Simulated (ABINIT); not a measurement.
Crystal: AlN.

```xyz
2
Lattice="0.0000 2.1840 2.1840 2.1840 0.0000 2.1840 2.1840 2.1840 0.0000" Properties=species:S:1:pos:R:3 pbc="T T T"
Al    0.0000    0.0000    0.0000
N     1.0920    1.0920    1.0920
```

Measurements of this composition are mostly on another form, of space group No. 186.

Base run:

* Program: ABINIT 10.8.3 (patched build)
* Functional: PBE0
* Potentials or basis: SPMS NC PBE v1.0
* Cutoff: 952 eV
* k mesh: 6 × 6 × 6
* Occupations: fermi-dirac, width 0.05 eV
* Spin: no spin polarisation

Its results: band gap on the k mesh 7.39 eV, indirect (least direct gap 8.70 eV).

After a change of settings the same cell gave: band gap on the k mesh 3.72 eV, indirect (least direct gap 4.65 eV). Which change was it?
A. share of exact exchange from 0.5 to 0.15
B. share of exact exchange from 0.5 to 0.05
C. share of exact exchange from 0.5 to 0.25
D. share of exact exchange from 0.5 to 0.35

B.

Caveats: exact exchange is summed on a coarse mesh, which widens gaps by tenths of an eV.

Runs at the PBE level aren't shown here.
